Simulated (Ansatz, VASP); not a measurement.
**One calculation of Ga3H, two programs**

File INCAR:

```
PREC = Accurate
ENCUT = 520
EDIFF = 1E-7
ISMEAR = 0
SIGMA = 0.1
LREAL = F
LASPH = T
NELM = 100
ALGO = Normal
ISIF = 2
LWAVE = F
LCHARG = F
GGA = PE
NBANDS = 28
```

The input KPOINTS:

```
Automatic mesh
0
Gamma
  12 12 12
```

POSCAR

```
Ga3H
1.0
    0.0000000000      3.1316335179      3.1316335179
    3.1316335179      0.0000000000      3.1316335179
    3.1316335179      3.1316335179      0.0000000000
Ga H
3 1
Direct
    0.2500000000      0.2500000000      0.2500000000
    0.5000000000      0.5000000000      0.5000000000
    0.7500000000      0.7500000000      0.7500000000
    0.0000000000      0.0000000000      0.0000000000
```

Input for Ansatz:

```yaml
crystal:
  lattice:
    - [0.0, 3.1316335179, 3.1316335179]
    - [3.1316335179, 0.0, 3.1316335179]
    - [3.1316335179, 3.1316335179, 0.0]
  atoms:
    - { symbol: Ga, position: [0.25, 0.25, 0.25] }
    - { symbol: Ga, position: [0.5, 0.5, 0.5] }
    - { symbol: Ga, position: [0.75, 0.75, 0.75] }
    - { symbol: H, position: [0.0, 0.0, 0.0] }
basis:
  ecutwfc: 420
kpoints:
  mp_grid: { grid: [12, 12, 12] }
  band_path:
    path:
      - [[0.0, 0.0, 0.0], [0.5, 0.0, 0.5], [0.625, 0.25, 0.625]]
      - [[0.375, 0.375, 0.75], [0.0, 0.0, 0.0], [0.5, 0.5, 0.5], [0.5, 0.25, 0.75], [0.5, 0.0, 0.5]]
    npoints: 14
hamiltonian:
  xc: pbe
scf:
  occupations: { method: gaussian, width: 0.1 }
  n_extra_bands: 10
output:
  forces: true
  stress: true
  eigenvalues: true
  populations: true
  dos: { projected: true, de: 0.02, nscf_kmesh: { grid: [15, 15, 15] } }
  bader: true
  write_density: true
  write_potential: true
  elf: true
  volumetric_format: npy
```

The cell was built by a generator and needn't be a form met in nature.

Alike in both runs: task single point; functional PBE; k mesh 12 × 12 × 12; occupations gaussian, width 0.1 eV; no spin polarisation.

```csv
,VASP,Ansatz
version,VASP 6.6.1,Ansatz 0.2.0
potentials or method,"VASP PAW PBE potentials, release 64 (Ga_d, H)","scalar-relativistic, plane waves, PAW"
plane-wave cutoff (eV),520,420
valence electrons in the cell,40,40
```

```tsv
	VASP	Ansatz	Ansatz less VASP
gap on the k mesh at the Fermi level (eV)	none	none	-
pressure (GPa)	0.0	0.0	-0.09
```

A gap of «none» marks a metal or a gap that the smearing closes. With one functional, cell and mesh, what is left measures potentials, basis and numerics.
